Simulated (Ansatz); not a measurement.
Level of theory: DFT PBE+D3(BJ), scalar-relativistic, plane waves, PAW in Ansatz. All cells share a 420 eV cutoff and Γ-centred k meshes spaced at most about 0.3 Å⁻¹ (about 0.25 or finer for metals, 2π included). No spin polarisation in the final relaxations.

These are static total energies at zero pressure. All come from trial cells, and lower structures may exist.

**Question.** Order these relaxed structures of InAs₄ by energy, lowest first, with the energy over the lowest of them.
A.

```cif
data_structure
_symmetry_space_group_name_H-M 'P4/mmm'
_symmetry_Int_Tables_number 123
_cell_length_a 5.6405
_cell_length_b 5.6405
_cell_length_c 3.7642
_cell_angle_alpha 90.000
_cell_angle_beta 90.000
_cell_angle_gamma 90.000
_cell_volume 119.76
loop_
_atom_site_label
_atom_site_type_symbol
_atom_site_symmetry_multiplicity
_atom_site_Wyckoff_symbol
_atom_site_fract_x
_atom_site_fract_y
_atom_site_fract_z
_atom_site_occupancy
In1 In 1 d 0.50000 0.50000 0.50000 1
As1 As 4 j 0.21931 0.21931 0.00000 1
```

B.

```cif
data_structure
_symmetry_space_group_name_H-M 'P4/m'
_symmetry_Int_Tables_number 83
_cell_length_a 6.0769
_cell_length_b 6.0769
_cell_length_c 2.8867
_cell_angle_alpha 90.000
_cell_angle_beta 90.000
_cell_angle_gamma 90.000
_cell_volume 106.60
loop_
_atom_site_label
_atom_site_type_symbol
_atom_site_symmetry_multiplicity
_atom_site_Wyckoff_symbol
_atom_site_fract_x
_atom_site_fract_y
_atom_site_fract_z
_atom_site_occupancy
In1 In 1 d 0.50000 0.50000 0.50000 1
As1 As 4 j 0.71736 0.09410 0.00000 1
```

**Answer.** B (0 meV/atom), A (152 meV/atom). Forms: B P4/m; A P4/mmm. Counting As atoms around In (those within 1.25 times the shortest such distance or 1.15 times the sum of covalent radii, 1.27 where that leaves under three; the shortest distance is added where it exceeds 1.18 times the sum of covalent radii): B has In 8 from 3.1 Å; A has In 8. B and A both hold As–As units of three or more atoms. Even the lowest lies +0.12 eV/atom against the elements.

In P4/m, P4/mmm an odd number of electrons in the primitive cell allows no gap without spin; a larger cell or a magnetic state could open one. A magnetic state wasn't ruled out in cells without spin, among them P4/m, P4/mmm. Cells relaxed within their symmetry can be saddle points. The P4/m cell of InAs4 came from shaking the P4/mmm one. Some candidate types were left out of the draw beforehand, so a known form may be missing.
